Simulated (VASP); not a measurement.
# GaP (F-43m) in VASP: settings compared

Aim: see how the results for GaP move with the level of theory and the settings. Levels: PBE, PBEsol0. Tasks: band structure.

Everything below comes from runs of VASP 6.6.1. Logs are shortened: lines on timing, memory, paths and dates and some standing lists are left out, and cuts for length are marked.

**The experiment to reproduce.**

From “Stacking defects in GaP nanowires: Electronic structure and optical properties”, 2018, arxiv:1810.01194, for a bulk crystal of GaP at 10 K: band gap 2.34 eV (indirect).

The runs below are set against these values where they give the same quantity.

### 1 Starting point

It takes space group F-43m (No. 216, cubic). Conventional cell: a = 5.451 Å, b = 5.451 Å, c = 5.451 Å, α = 90.00°, β = 90.00°, γ = 90.00°. Ga (site symmetry -43m) is surrounded by 4 P at 2.36 Å. P (site symmetry -43m) is surrounded by 4 Ga at 2.36 Å.

### 2 Band structure, PBE

Contents of INCAR:

```
ALGO = Fast
EDIFF = 1E-7
ENCUT = 600
GGA = PE
ISIF = 2
ISMEAR = -1
LASPH = T
LCHARG = F
LREAL = F
LWAVE = F
NELM = 100
PREC = Accurate
SIGMA = 0.05
```

Contents of KPOINTS:

```
k-points
0
Gamma
  8 8 8
```

Contents of POSCAR:

```
GaP
1.0
    0.0000000000      2.7252500000      2.7252500000
    2.7252500000      0.0000000000      2.7252500000
    2.7252500000      2.7252500000      0.0000000000
Ga P
1 1
Direct
    0.0000000000      0.0000000000      0.0000000000
    0.7500000000      0.7500000000      0.7500000000
```

Contents of KPOINTS_OPT:

```
path GXWKGLUWLK,UX
10
line-mode
reciprocal
 0.0000000000  0.0000000000  0.0000000000  G
 0.5000000000  0.0000000000  0.5000000000  X

 0.5000000000  0.0000000000  0.5000000000  X
 0.5000000000  0.2500000000  0.7500000000  W

 0.5000000000  0.2500000000  0.7500000000  W
 0.3750000000  0.3750000000  0.7500000000  K

 0.3750000000  0.3750000000  0.7500000000  K
 0.0000000000  0.0000000000  0.0000000000  G

 0.0000000000  0.0000000000  0.0000000000  G
 0.5000000000  0.5000000000  0.5000000000  L

 0.5000000000  0.5000000000  0.5000000000  L
 0.6250000000  0.2500000000  0.6250000000  U

 0.6250000000  0.2500000000  0.6250000000  U
 0.5000000000  0.2500000000  0.7500000000  W

 0.5000000000  0.2500000000  0.7500000000  W
 0.5000000000  0.5000000000  0.5000000000  L

 0.5000000000  0.5000000000  0.5000000000  L
 0.3750000000  0.3750000000  0.7500000000  K

 0.6250000000  0.2500000000  0.6250000000  U
 0.5000000000  0.0000000000  0.5000000000  X
```

Potentials or basis: VASP PAW PBE potentials, release 64 (Ga_d_GW, P_GW).

Run with:

```bash
$ cat potpaw_PBE.64/Ga_d_GW/POTCAR potpaw_PBE.64/P_GW/POTCAR > POTCAR
$ mpirun -np 1 vasp_std > vasp.out
```

OUTCAR:

```text
EDIFF = 1E-7
   ENCUT = 600
   GGA = PE
   ISIF = 2
   ISMEAR = -1
   LASPH = T
   LREAL = F
   NELM = 100
   PREC = Accurate

 ion  position               nearest neighbor table
   1  0.000  0.000  0.000-   2 2.36   2 2.36   2 2.36   2 2.36
   2  0.750  0.750  0.750-   1 2.36   1 2.36   1 2.36   1 2.36

  LATTYP: Found a face centered cubic cell.
 ALAT       =     5.4505000000

  Lattice vectors:

 A1 = (   0.0000000000,   2.7252500000,   2.7252500000)
 A2 = (   2.7252500000,   0.0000000000,   2.7252500000)
 A3 = (   2.7252500000,   2.7252500000,   0.0000000000)

Analysis of symmetry for initial positions (statically):
=====================================================================
 Subroutine PRICEL returns:
 Original cell was already a primitive cell.

 Routine SETGRP: Setting up the symmetry group for a
 face centered cubic supercell.

 Subroutine GETGRP returns: Found 24 space group operations
 (whereof 24 operations were pure point group operations)
 out of a pool of 48 trial point group operations.

The static configuration has the point symmetry T_d .

Analysis of symmetry for dynamics (positions and initial velocities):
=====================================================================
 Subroutine PRICEL returns:
 Original cell was already a primitive cell.

 Routine SETGRP: Setting up the symmetry group for a
 face centered cubic supercell.

 Subroutine GETGRP returns: Found 24 space group operations
 (whereof 24 operations were pure point group operations)
 out of a pool of 48 trial point group operations.

The dynamic configuration has the point symmetry T_d .

 Subroutine INISYM returns: Found 24 space group operations
 (whereof 24 operations are pure point group operations),
 and found     1 'primitive' translations

----------------------------------------------------------------------------------------

                                     Primitive cell

  volume of cell :      40.4808

  direct lattice vectors                    reciprocal lattice vectors
     0.000000000  2.725250000  2.725250000    -0.183469406  0.183469406  0.183469406
     2.725250000  0.000000000  2.725250000     0.183469406 -0.183469406  0.183469406
     2.725250000  2.725250000  0.000000000     0.183469406  0.183469406 -0.183469406

  length of vectors
     3.854085511  3.854085511  3.854085511     0.317778334  0.317778334  0.317778334

  position of ions in fractional coordinates (direct lattice)
     0.000000000  0.000000000  0.000000000
[... 83 lines left out ...]
   NFREE  =      0    steps in history (QN), initial steepest desc. (CG)
   ISIF   =      2    stress and relaxation
   ISYM   =      2    0-nonsym 1-usesym 2-fastsym
   POTIM  = 0.5000    time-step for ionic-motion
   TEBEG  =    0.0;   TEEND  =   0.0 temperature during run
   PSTRESS=    0.0 pullay stress
   NELECT =      18.0000    total number of electrons
   NUPDOWN=      -1.0000    fix difference up-down
   EMIN   =  10.00;   EMAX   =-10.00  energy-range for DOS
   EFERMI =   0.00;   METHOD = LEGACY
   ISMEAR =    -1;   SIGMA  =   0.05  broadening in eV -4-tet -1-fermi 0-gaus
   EFERMI_NEDOS =   21; number of points for ismear=-14 and -15
   IALGO  =     68    algorithm
   IMIX   =      4    mixing-type and parameters
     AMIX     =   0.40;   BMIX     =  1.00
     AMIX_MAG =   1.60;   BMIX_MAG =  1.00
  volume/ion in A,a.u.               =      20.24       136.59
  Fermi-wavevector in a.u.,A,eV,Ry     =   1.249538  2.361284 21.243377  1.561344
  Thomas-Fermi vector in A             =   2.383574
   LORBIT       =      0    0 simple, 1 ext, 2 COOP (PROOUT), +10 PAW based schemes
   GGA     = PE    functional components
   LHFCALC =     F    Hartree Fock is set to
   AEXX    =    0.0000 exact exchange contribution
   IVDW    =     0    specifies the selected vdW correction
   LEPSILON=     F    determine dielectric tensor
   LRPA    =     F    only Hartree local field effects (RPA)
 non-spin polarized calculation
 RMM-DIIS sequential band-by-band and
  energy-cutoff  :      600.00
  volume of cell :       40.48
 maximum number of plane-waves:      1365
   NGX = 15   NGY = 15   NGZ = 15

 number of electron      18.0000003 magnetization

 Free energy of the ion-electron system (eV)
  ---------------------------------------------------
  ext. energy  EPLUGINS =         0.00000000
  ---------------------------------------------------
  free energy    TOTEN  =        -9.10154418 eV

  energy without entropy =       -9.10154418  energy(sigma->0) =       -9.10154418

 E-fermi :   5.1495     XC(G=0):  -9.9554

 val. band max:        4.3586681217   @ k =   0.0000   0.0000   0.0000
 cond. band min:       6.0008712300   @ k =   0.3750   0.3750   0.0000
 fundamental gap:      1.6422031082
 Fermi energy:         5.1495124125

 k-point     1 :       0.0000    0.0000    0.0000
  band No.  band energies     occupation
      1     -10.1812      2.00000
      2     -10.1812      2.00000
      3     -10.1812      2.00000
      4     -10.0812      2.00000
      5     -10.0812      2.00000
      6      -8.1333      2.00000
      7       4.3587      2.00000
      8       4.3587      2.00000
      9       4.3587      2.00000
     10       6.1811      0.00000
     11       8.2446      0.00000
     12       8.2446      0.00000
     13       8.2446      0.00000
[... 354 lines left out ...]
  band No.  band energies     occupation
      1     -10.2696      2.00000
      2     -10.1499      2.00000
      3     -10.1378      2.00000
      4     -10.0862      2.00000
      5     -10.0739      2.00000
      6      -5.6633      2.00000
      7      -2.0579      2.00000
      8       1.1660      2.00000
      9       2.4250      2.00000
     10       7.8150      0.00000
     11       8.6565      0.00000
     12      10.8092      0.00000
     13      12.2720      0.00000

 [... further k-points ...]
[... 5 lines left out ...]
  --------------------------------------------------------------------------------------
  -------------------------------------------------------------------------------------
  Total        0.5683069      0.5683069      0.5683069      0.0000000      0.0000000     -0.0000000
  in kB       22.4928503     22.4928503     22.4928503      0.0000000      0.0000000     -0.0000000
  external PRESSURE =      22.4928503 kB  Pullay stress =       0.0000000 kB

 VOLUME and BASIS-vectors are now :
 -----------------------------------------------------------------------------
  energy-cutoff  :      600.00
  volume of cell :       40.48
      direct lattice vectors                 reciprocal lattice vectors
     0.000000000  2.725250000  2.725250000    -0.183469406  0.183469406  0.183469406
     2.725250000  0.000000000  2.725250000     0.183469406 -0.183469406  0.183469406
     2.725250000  2.725250000  0.000000000     0.183469406  0.183469406 -0.183469406

 POSITION                                       TOTAL-FORCE (eV/Angst)
 -----------------------------------------------------------------------------------
      0.00000      0.00000      0.00000        -0.000000     -0.000000     -0.000000
      4.08788      4.08788      4.08788         0.000000      0.000000      0.000000
 -----------------------------------------------------------------------------------
    total drift:                                0.000004      0.000004      0.000004

  FREE ENERGIE OF THE ION-ELECTRON SYSTEM (eV)
  ---------------------------------------------------
  free  energy   TOTEN  =        -9.1015441830 eV

  energy  without entropy=       -9.1015441800  energy(sigma->0) =       -9.10154418
```

OSZICAR:

```text
N       E                     dE             d eps       ncg     rms          rms(c)
DAV:   1     0.135596748162E+03    0.13560E+03   -0.10930E+04   786   0.202E+03
DAV:   2     0.278520108089E+01   -0.13281E+03   -0.12935E+03   794   0.413E+02
[... 50 lines left out ...]
DAV:  10    -0.318559355045E+04   -0.15460E-07      647
       N       E                     dE             ncg
DAV:   1     0.112285995117E+05   -0.94049E+04      346
DAV:   2     0.954293691899E+04   -0.16857E+04      378
DAV:   3     0.940837989317E+04   -0.13456E+03      448
DAV:   4     0.940167504037E+04   -0.67049E+01      612
DAV:   5     0.940152945559E+04   -0.14558E+00      475
DAV:   6     0.940152817942E+04   -0.12762E-02      559
DAV:   7     0.940152815355E+04   -0.25871E-04      515
DAV:   8     0.940152815195E+04   -0.16002E-05      530
DAV:   9     0.940152815193E+04   -0.17304E-07      359
```

Run time: 43 s. Hardware: 1 thread of Intel Xeon Platinum 8488C (Sapphire Rapids), shared host; peak memory 0.2 GiB.

Results:

* Free energy: -9.1015 eV
* Pressure: 2.2 GPa
* Band gap on the k mesh: 1.64 eV, indirect (least direct gap 1.82 eV)
* Band gap along the path: 1.60 eV, indirect (least direct gap 1.82 eV)

Levels at the corners of the path, in eV from the valence-band top:
| point | band 7 | band 8 | band 9 | band 10 | band 11 | band 12 |
| --- | --- | --- | --- | --- | --- | --- |
| Γ | 0.00 | 0.00 | 0.00 | 1.82 | 3.89 | 3.89 |
| X | -6.75 | -2.68 | -2.68 | 1.65 | 1.82 | 10.58 |
| X | -6.75 | -2.68 | -2.68 | 1.65 | 1.82 | 10.58 |
| W | -6.55 | -3.57 | -3.42 | 4.70 | 4.86 | 6.10 |
| W | -6.55 | -3.57 | -3.42 | 4.70 | 4.86 | 6.10 |
| K | -6.54 | -3.94 | -2.25 | 2.19 | 4.80 | 8.23 |
| K | -6.54 | -3.94 | -2.25 | 2.19 | 4.80 | 8.23 |
| Γ | 0.00 | 0.00 | 0.00 | 1.82 | 3.89 | 3.89 |
| Γ | 0.00 | 0.00 | 0.00 | 1.82 | 3.89 | 3.89 |
| L | -6.63 | -1.12 | -1.12 | 1.67 | 4.72 | 4.72 |
| L | -6.63 | -1.12 | -1.12 | 1.67 | 4.72 | 4.72 |
| U | -6.54 | -3.94 | -2.25 | 2.19 | 4.80 | 8.23 |
| U | -6.54 | -3.94 | -2.25 | 2.19 | 4.80 | 8.23 |
| W | -6.55 | -3.57 | -3.42 | 4.70 | 4.86 | 6.10 |
| W | -6.55 | -3.57 | -3.42 | 4.70 | 4.86 | 6.10 |
| L | -6.63 | -1.12 | -1.12 | 1.67 | 4.72 | 4.72 |
| L | -6.63 | -1.12 | -1.12 | 1.67 | 4.72 | 4.72 |
| K | -6.54 | -3.94 | -2.25 | 2.19 | 4.80 | 8.23 |
| U | -6.54 | -3.94 | -2.25 | 2.19 | 4.80 | 8.23 |
| X | -6.75 | -2.68 | -2.68 | 1.65 | 1.82 | 10.58 |

(Continued in part 2 of 2.)
